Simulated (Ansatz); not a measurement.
## Te: levels along high-symmetry lines

```
CELL_PARAMETERS angstrom
4.44693 0.00000 0.00000
-2.22346 3.85115 0.00000
0.00000 0.00000 5.91492
ATOMIC_POSITIONS crystal
Te 0.26900 0.00000 0.16667
Te 0.00000 0.26900 0.83333
Te 0.73100 0.73100 0.50000
```

Atom numbers follow the list: Te1, Te2, Te3.

The cell is COD entry 9008580, as deposited and not checked against the literature; nothing was relaxed.

Spin–orbit coupling is left out, though it moves levels of the heavy atoms by tenths of an eV or more.

These are results of DFT, PBE, all-electron LAPW, scalar-relativistic in Ansatz 0.2.0, not measurements.

Numerical set-up: a Γ-centred 10×10×6 k mesh, Fermi–Dirac smearing of 0.05 eV, basis error target 1 meV/atom, no spin polarisation.

Points in fractions of the reciprocal vectors of this cell: Γ (0, 0, 0), M (0.5, 0, 0), K (0.333, 0.333, 0), A (0, 0, 0.5), L (0.5, 0, 0.5), H (0.333, 0.333, 0.5). The path joins them by straight lines in the order Γ–M–K–Γ–A–L–H–A–L; legs that retrace an earlier one aren't tabulated. Energies are in eV from the top of the valence band.

Problem. Is there a gap?

Solution. 0.18 eV (so small a gap may close at points that the mesh and path miss).

Problem. List the levels between -8 and 6 eV at the symmetry points.

Solution. 
Γ: -3.08, -2.77 (×2), -1.70 (×2), -0.88, 1.01 (×2), 1.60, 4.98 (×2), 6.00
M: -4.88, -4.45, -3.63, -3.55, -1.05, -0.83, 0.84, 0.90, 2.92, 3.74
K: -4.51 (×2), -3.11 (×2), -2.97, -2.74, 2.88 (×2), 3.17, 4.85, 5.83 (×2)
A: -3.97, -2.69 (×2), -1.35, -1.05 (×2), 0.46, 0.48 (×2), 4.01, 5.25 (×2)
L: -5.72, -3.69, -3.66, -2.49, -2.15, -0.21, 0.74, 1.96, 2.56, 4.54, 5.25
H: -5.21, -5.06 (×2), -0.98, -0.01 (×2), 0.18, 1.32 (×2), 5.92
